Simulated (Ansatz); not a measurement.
RuO2 (rutile, P4_2/mnm) is relaxed with PBEsol in the plane-wave PAW code Ansatz. What lattice parameters of the conventional cell result?

a = 4.465 Å, c = 3.093 Å.

Give the free coordinates with the occupied sites.

In one choice of origin and axes:

```
atom  site  symmetry       x       y       z
----  ----  --------  ------  ------  ------
Ru      2a      m.mm  0.0000  0.0000  0.0000
O       4f      m.2m  0.3061  0.3061  0.0000
```

Is it a metal or does it have a gap at this level?

No gap at this level.

The PBEsol relaxation kept the symmetry of its start; of distortions, only those at the zone centre were tested. The run is not spin-polarised. Scalar-relativistic: spin–orbit coupling is off unless named, which matters more the heavier the elements.

Potentials: the later of the program's two PAW sets.
